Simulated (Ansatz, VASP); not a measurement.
Os: VASP beside Ansatz

File INCAR:

```
SYSTEM = Os
PREC = Accurate
ENCUT = 520
EDIFF = 1E-6
ISMEAR = 0
SIGMA = 0.15
LREAL = .False.
LASPH = .True.
NELM = 60
ALGO = Normal
ISIF = 2
LWAVE = .False.
LCHARG = .False.
GGA = PS
NBANDS = 10
```

The input KPOINTS:

```
Automatic mesh
0
Gamma
  20 20 20
  0 0 0
```

POSCAR

```
Os
1.0
    0.0000000000      1.9450000000      1.9450000000
    2.1151875000      0.0000000000      1.9450000000
    2.1151875000      1.9450000000      0.0000000000
Os
1
Direct
    0.0000000000      0.0000000000      0.0000000000
```

Input for Ansatz:

```yaml
crystal:
  lattice:
    - [0.0, 1.945, 1.945]
    - [2.1151875, 0.0, 1.945]
    - [2.1151875, 1.945, 0.0]
  atoms:
    - { symbol: Os, position: [0.0, 0.0, 0.0] }
basis:
  ecutwfc: 420
kpoints:
  mp_grid: { grid: [20, 20, 20] }
hamiltonian:
  xc: pbesol
scf:
  occupations: { method: gaussian, width: 0.15 }
output:
  forces: true
  stress: true
  eigenvalues: true
```

Change from the starting cell: strain +0.0875 x Voigt [1, 0, 0, 0, 0, 0], atoms carried along.

Alike in both runs: task single point; functional PBEsol; k mesh 20 × 20 × 20; occupations gaussian, width 0.15 eV; no spin polarisation.

|  | VASP | Ansatz |
| --- | --- | --- |
| version | VASP 6.6.1 | Ansatz 0.2.0 |
| potentials or method | VASP PAW PBE potentials, release 64 (Os) | scalar-relativistic, plane waves, PAW |
| plane-wave cutoff (eV) | 520 | 420 |
| valence electrons in the cell | 8 | 16 |

Ansatz gave:

* gap on the k mesh at the Fermi level (eV): none
* pressure (GPa): -40.7
* largest component of the traceless stress (GPa): 15.07

Question: Which values does VASP return?

Answer: gap on the k mesh at the Fermi level (eV): none; pressure (GPa): -41.1; largest component of the traceless stress (GPa): 14.88.

A gap of «none» marks a metal or a gap that the smearing closes. The two sets of potentials don't hold the same shells in valence.

Caveats: the cell as given lies far from equilibrium; so large a pressure means that the cell lies far from this level's equilibrium, or that cutoff or potentials fall short (VASP); the potentials were made for another functional, which shifts forces and pressure (VASP). The runs have no spin-orbit coupling, so splittings on Os are missing.
